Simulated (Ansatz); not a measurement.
# TiO2: the cost of one run

Computed with Ansatz 0.2.0 (DFT r2SCAN+U, scalar-relativistic, plane waves, PAW, unless a step's input says otherwise).

## Step 1: The starting structure

The structure is monoclinic, space group C2/c (No. 15). The conventional cell has a = 5.412 Å, b = 5.413 Å, c = 5.472 Å, α = 90.00°, β = 118.77°, γ = 90.00°. Ti (site symmetry 2) has 6 O at 1.93 to 2.00 Å in its first shell of neighbours. O (site symmetry 1) has 3 Ti at 1.93 to 2.00 Å in its first shell of neighbours.

Cell or atoms stand a little off a more symmetric structure (I4_1/amd at a tolerance of 0.3 Å), so results at this geometry aren't those of that ideal crystal.

As a file:

```cif
data_structure
_symmetry_space_group_name_H-M 'P 1'
_symmetry_Int_Tables_number 1
_cell_length_a 3.8273
_cell_length_b 3.8273
_cell_length_c 5.4720
_cell_angle_alpha 109.893
_cell_angle_beta 109.893
_cell_angle_gamma 90.013
_cell_volume 70.26
loop_
_atom_site_label
_atom_site_type_symbol
_atom_site_fract_x
_atom_site_fract_y
_atom_site_fract_z
_atom_site_occupancy
Ti1 Ti 0.13411 0.86589 0.25000 1
Ti2 Ti 0.86589 0.13411 0.75000 1
O1 O 0.33122 0.08876 0.66715 1
O2 O 0.66878 0.91124 0.33285 1
O3 O 0.91124 0.66878 0.83285 1
O4 O 0.08876 0.33122 0.16715 1
```

Source of the structure: the Materials Project (structure only).

(A quick probe on a coarse mesh, which set the mesh and smearing, is not shown.)

## Step 3: Relaxing cell and atoms

File input.yaml:

```yaml
crystal:
  lattice:
    - [2.706034, -2.706655, 0.0]
    - [2.706034, 2.706655, 0.0]
    - [-2.633531, 0.0, 4.796637]
  atoms:
    - { symbol: Ti, position: [0.13411, 0.86589, 0.25] }
    - { symbol: Ti, position: [0.86589, 0.13411, 0.75] }
    - { symbol: O, position: [0.331221, 0.088755, 0.667149] }
    - { symbol: O, position: [0.668779, 0.911245, 0.332851] }
    - { symbol: O, position: [0.911245, 0.668779, 0.832851] }
    - { symbol: O, position: [0.088755, 0.331221, 0.167149] }
basis:
  ecutwfc: 500
kpoints:
  mp_grid: { grid: [6, 6, 6] }
hamiltonian:
  xc: r2scan
  hubbard: { sites: [{ species: Ti, l: d, u_eff: 4.0 }] }
scf:
  occupations: { method: gaussian, width: 0.02 }
output:
  forces: true
  stress: true
  eigenvalues: true
  write_density: true
  write_potential: true
  elf: true
  volumetric_format: npy
relax:
  adjacent_minimum: "off"
  f_tol: 0.005
  max_steps: 80
  cell: { stress_tol: 0.05 }
```

On the command line:

```console
> ansatz run input.yaml --threads 2 --pin off --max-ram 5120MiB --backend cpu --events-out ev --progress --plain --runs-dir out
```

**Question.** How long does this run take on 2 threads of Arm Neoverse V2, shared host, and how much memory does it need?

About 74 s, with a peak of 0.75 GiB.
